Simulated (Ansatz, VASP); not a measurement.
# One calculation of Ge, two programs

```
CELL_PARAMETERS angstrom
0.00000 2.82891 2.82891
2.82891 0.00000 2.82891
2.82891 2.82891 0.00000
ATOMIC_POSITIONS crystal
Ge 0.75000 0.75000 0.75000
Ge 0.50000 0.50000 0.50000
```

Alike in both runs: task single point; functional PBE; k mesh 8 × 8 × 8; occupations gaussian, width 0.028 eV; no spin polarisation.

```csv
,VASP,Ansatz
version,VASP 6.6.1,Ansatz 0.2.0
potentials or method,"VASP PAW PBE potentials, release 64 (Ge_d)",Ansatz PAW
plane-wave cutoff (eV),520,420
valence electrons in the cell,28,28
```

|  | VASP | Ansatz | Ansatz less VASP |
| --- | --- | --- | --- |
| gap on the k mesh at the Fermi level (eV) | 0.03 | 0.03 | -0.005 |
| least direct gap on the mesh (eV) | 0.03 | 0.03 | -0.005 |
| pressure (GPa) | 3.5 | 3.6 | +0.07 |

A k mesh can miss the band edges. A hybrid or GW would open this gap; PBE tends to underestimate it.
